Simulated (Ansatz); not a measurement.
**SrCl2: a vibration from a frozen displacement**

Level of theory: DFT r2SCAN, scalar-relativistic, plane waves, PAW in Ansatz 0.2.0. Settings: plane waves to 500 eV, k-mesh 6×6×6 (Γ-centred), Gaussian smearing 0.05 eV. No spin polarisation. Energies are free energies at this smearing, counted from the undisturbed cell; pressure is positive in compression.

The starting cell (as given, not relaxed at this level; it stands at 0.4 GPa, and it needn't be the usual structure):

```xyz
3
Lattice="0.0000 3.4855 3.4855 3.4855 0.0000 3.4855 3.4855 3.4855 0.0000" Properties=species:S:1:pos:R:3 pbc="T T T"
Sr    0.0000    0.0000    0.0000
Cl    1.7428    1.7428    1.7428
Cl    5.2283    5.2283    5.2283
```

Every Cl atom is moved by x along the Cartesian unit vector (0.707, -0.707, 0.000); the cell and all other atoms stay fixed. The cell's volume is 84.69 Å³; the moved atoms weigh 70.900 u together and the others 87.620 u. Some rows repeat others by symmetry and weren't run.

```csv
x (Å),ΔE (meV/cell),total force on the moved atoms along the move (eV/Å),pressure (GPa)
-0.1000,14.93,0.3015,0.5144
-0.0875,11.40,0.2625,0.4846
-0.0750,8.36,0.2243,0.4588
-0.0625,5.80,0.1861,0.4369
-0.0500,3.71,0.1485,0.4191
-0.0250,0.92,0.0741,0.3953
0.0000,0.00,0.0000,0.3874
0.0250,0.92,-0.0741,0.3953
0.0500,3.71,-0.1485,0.4191
0.0625,5.80,-0.1861,0.4369
0.0750,8.36,-0.2243,0.4588
0.0875,11.40,-0.2625,0.4846
0.1000,14.93,-0.3015,0.5144
```

Task: What frequency belongs to this motion?

Result: The force constant is k = −dF/dx = 2.964 eV/Å², from the parabola through x = -0.0250, 0 and 0.0250. In every cell the moved atoms swing against the rest, so the mass is μ = m₁m₂/(m₁ + m₂) = 39.189 u, and ν̃ = 521.5 cm⁻¹ × √(|k|/μ) = 143 cm⁻¹. To first order in x, and within 1 %, the force on every atom lies along the move and, within each of the two groups, in proportion to the atom's mass, so this is itself a mode at the zone centre of this cell, taken without macroscopic field (the transverse frequency in a polar insulator).

Task: How far does the harmonic law reach?

Result: At x = -0.100 Å, kx²/2 = 14.82 meV against the computed 14.93 meV (+0.7 %): the well is still close to harmonic there.

Task: The pressure changes with x². What does that say about the frequency under compression?

Result: With E = k(V)x²/2, k ∝ V^(−2γ) and x scaling with the cell as V^(1/3), P − P0 = −∂E/∂V = (2γ − 2/3) ΔE/V. At x = 0.0500 Å, V(P − P0) = 84.69 × 0.03165 / 160.2 eV = 16.73 meV and ΔE = 3.71 meV, so γ = 1/3 + V(P − P0)/(2ΔE) = 2.59. This is the Grüneisen parameter of the motion under uniform scaling of the cell: shrinking the cell evenly by 1 % in volume raises the frequency by about 2.59 %.